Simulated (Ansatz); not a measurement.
This script for an all-electron LAPW single point of Mg2Ge, space group Fm-3m with Ansatz 0.2.0 through its Python package holds a mistake.

Script `lapw_mg2ge.py`:
```python
"""Mg2Ge with all its electrons on LAPW."""

import json

import ansatz as az


def main() -> None:
    lattice = az.Lattice.of(
        [0.0, 3.189, 3.189],
        [3.189, 0.0, 3.189],
        [3.189, 3.189, 0.0],
    )
    sites = [
        ("Mg", [0.25, 0.25, 0.25]),
        ("Mg", [0.75, 0.75, 0.75]),
        ("Ge", [0.0, 0.0, 0.0]),
    ]
    mg2ge = az.Crystal(lattice=lattice)
    for symbol, position in sites:
        mg2ge = mg2ge.atom(symbol, position)

    job = mg2ge.calculation()
    job = job.occupations("fermi_dirac", width=0.05)
    job.kpoints(length=20)
    job = job.functional(az.Functional.PBE)
    job = job.pseudopotentials("all_electron", lapw=True)
    planned = job.session().plan(threads=1)
    facts = planned.describe()
    print("plan:", facts["n_bands"], "bands,", len(facts["kpoints_frac"]), "k-points, plane waves", facts["n_pw_range"], "grid", facts["fft_dense"])
    out = planned.execute()
    data = out.report

    print("%-22s %14.5f eV" % ("F = E - TS", data["free_energy_ev"]))
    print("%-22s %14.5f eV" % ("E", data["internal_energy_ev"]))
    print("%-22s %14.5f eV" % ("Harris-Foulkes", data["harris_foulkes_ev"]))
    print("%-22s %14.5f eV" % ("Fermi level", data["fermi_energy_ev"]))

    keep = ["free_energy_ev", "energy_sigma0_ev", "fermi_energy_ev", "n_iterations", "converged", "magnetization_mub", "n_kpoints"]
    with open("mg2ge.json", "w") as handle:
        json.dump({key: data[key] for key in keep}, handle, indent=1)

    errors = data["lapw_basis_errors"]
    print(f"estimated basis error {1000 * errors['total_ev_per_atom']:.3f} meV/atom, target {1000 * errors['basis_error_target_ev_per_atom']:.3f}")
    for sphere in errors["spheres"]:
        print(f"  {sphere['species']:2s} muffin-tin radius {sphere['muffin_tin_radius_ang']:.3f} A, core shells {sphere['core_shells']}")


if __name__ == "__main__":
    main()
```

```console
$ python lapw_mg2ge.py
Traceback (most recent call last):
  File "lapw_mg2ge.py", line 50, in <module>
    main()
    ~~~~^^
  File "lapw_mg2ge.py", line 28, in main
    planned = job.session().plan(threads=1)
              ~~~~~~~~~~~^^
  ...
ansatz.errors.InputError: no k-points: add .kpoints(mesh), or .kpoints with spacing=, density= or length=, or points= for k-points listed one by one  [kpoints.mp_grid]
$ echo $?
1
```
(Library frames cut from the traceback.)

What is wrong, and how is it mended?

The fault: each step returns a new calculation, and this one's result is thrown away. The correction:

```diff
--- before
+++ after
@@ -24,3 +24,3 @@
     job = job.occupations("fermi_dirac", width=0.05)
-    job.kpoints(length=20)
+    job = job.kpoints(length=20)
     job = job.functional(az.Functional.PBE)
```

The mended script runs so:

Output of `python lapw_mg2ge.py`:
```text
plan: 26 bands, 10 k-points, plane waves [508, 531] grid [24, 24, 24]
F = E - TS               -68019.83912 eV
E                        -68019.83844 eV
Harris-Foulkes           -68019.83912 eV
Fermi level                   7.43627 eV
estimated basis error 0.099 meV/atom, target 0.250
  Mg muffin-tin radius 1.291 A, core shells 1
  Ge muffin-tin radius 1.470 A, core shells 3
```

File `mg2ge.json` afterwards:
```json
{
 "free_energy_ev": -68019.83912447694,
 "energy_sigma0_ev": -68019.8387802212,
 "fermi_energy_ev": 7.43627330931055,
 "n_iterations": 7,
 "converged": true,
 "magnetization_mub": 0.0,
 "n_kpoints": 10
}
```

Notes:
- All-electron totals depend on functional, relativistic treatment and basis; only differences at equal settings carry meaning.
- An absolute Fermi energy rests on an arbitrary zero of the periodic potential and has no direct meaning.
- Of the deposited cell: the entry's cell lengths or inner coordinates differ somewhat from later room-temperature determinations.
- An opening on this mesh may only mean that it misses a point where bands touch.
- The starting cell is as deposited in a crystallographic database; the results hold for this polymorph, which needn't be the stable one.
- Run time: 5.2 s on 1 thread of Arm Neoverse V2 (shared host), peak memory 0.33 GiB.

(Lines on the test bed's own set-up are left out of the output.)
